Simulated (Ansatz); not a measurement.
**Si: random displacements**

Method: Ansatz 0.2.0, DFT PBE, scalar-relativistic, plane waves, PAW. Cutoff 420 eV, Γ-centred 6×6×6 k-points, Gaussian smearing of 0.05 eV. No spin polarisation. Energies are free energies at this smearing, counted from the undisturbed cell; pressure is positive in compression.

Zero of the scan (as given, not relaxed at this level):

```xyz
8
Lattice="5.4309 0.0000 0.0000 0.0000 -5.4309 0.0000 0.0000 0.0000 -5.4309" Properties=species:S:1:pos:R:3 pbc="T T T"
Si    2.7155    0.0000    0.0000
Si    0.0000   -2.7155    0.0000
Si    0.0000    0.0000   -2.7155
Si    2.7155   -2.7155   -2.7155
Si    4.0732   -4.0732   -4.0732
Si    1.3577   -1.3577   -4.0732
Si    1.3577   -4.0732   -1.3577
Si    4.0732   -1.3577   -1.3577
```

The atoms are displaced (Å, in the unstrained cell):

| atom | ux | uy | uz |
| --- | --- | --- | --- |
| Si1 | -0.044 | -0.125 | -0.199 |
| Si2 | 0.010 | -0.013 | 0.060 |
| Si3 | 0.153 | -0.119 | 0.071 |
| Si4 | 0.074 | 0.173 | -0.037 |
| Si5 | -0.309 | -0.121 | 0.089 |
| Si6 | 0.233 | -0.035 | 0.198 |
| Si7 | -0.063 | 0.262 | 0.019 |
| Si8 | -0.055 | -0.022 | -0.201 |

Strain (Voigt, engineering shear): (-0.0061, -0.0325, 0.0354, 0.0557, -0.0133, 0.0357).

Task: What are the energy change, the stress and the forces?

Result: ΔE = 430.6 meV/atom; stress (xx, yy, zz, yz, xz, xy; compression positive) (7.17, 8.20, 3.68, -3.26, 4.15, -6.93) GPa.
```tsv
atom	Fx (eV/Å)	Fy	Fz
Si1	-0.38	1.22	1.18
Si2	-1.50	0.59	1.68
Si3	-0.70	2.27	-0.44
Si4	2.51	-6.39	3.31
Si5	2.53	-0.72	-1.28
Si6	-5.66	4.02	-6.56
Si7	0.60	-1.91	-0.94
Si8	2.61	0.91	3.04
```

Cost: 1 run of about 0.28 core-minutes, on Intel Xeon 6975P-C (Granite Rapids) (shared hosts).